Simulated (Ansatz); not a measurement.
ZnS: rigid cleavage

Computed with DFT r2SCAN, scalar-relativistic, plane waves, PAW in Ansatz. Cutoff 500 eV, Γ-centred 7×7×2 k-points, Gaussian smearing of 0.05 eV. No spin polarisation. Energies are free energies at this smearing, counted from the undisturbed cell; pressure is positive in compression.

Zero of the scan (relaxed at this level):

```xyz
8
Lattice="-3.8087 0.0000 0.0000 -1.9044 -3.2985 0.0000 0.0000 0.0000 12.4665" Properties=species:S:1:pos:R:3 pbc="T T T"
Zn    0.0000    0.0000    8.1813
Zn    0.0000    0.0000    1.9481
Zn   -1.9044   -1.0995   11.2974
Zn   -3.8087   -2.1990    5.0641
S     0.0000    0.0000   10.5140
S     0.0000    0.0000    4.2808
S    -1.9044   -1.0995    1.1685
S    -3.8087   -2.1990    7.4017
```

The cut lies on the cell's a–b face, a (0 0 1) plane (indices in the standard cell, whose axes needn't be the Cartesian ones shown) of area 12.56 Å², between layers 2.34 Å apart. Vector c is lengthened by d along the normal with the atoms' Cartesian places fixed: one unrelaxed cut a cell.

| d (Å) | energy (J/m²) |
| --- | --- |
| -0.30 | 0.59 |
| -0.15 | 0.12 |
| 0.00 | 0.00 |
| 0.25 | 0.19 |
| 0.50 | 0.56 |
| 0.75 | 0.96 |
| 1.00 | 1.34 |
| 1.50 | 1.95 |
| 2.00 | 2.36 |
| 3.00 | 2.74 |
| 4.50 | 2.91 |
| 6.00 | 2.97 |

Q: Predict the gap on the mesh (eV) at each point.

A:
| d (Å) | gap on the mesh (eV) |
| --- | --- |
| -0.30 | 2.77 |
| -0.15 | 2.78 |
| 0.00 | 2.74 |
| 0.25 | 2.46 |
| 0.50 | 1.95 |
| 0.75 | 1.38 |
| 1.00 | 0.83 |
| 1.50 | 0.00 |
| 2.00 | 0.00 |
| 3.00 | 0.00 |
| 4.50 | 0.00 |
| 6.00 | 0.00 |
Where the gap reads zero the k-mesh, chosen for the insulator, is on the coarse side.

Cost: 12 runs of about 6.3 core-minutes in all, on Arm Neoverse V2 (shared hosts).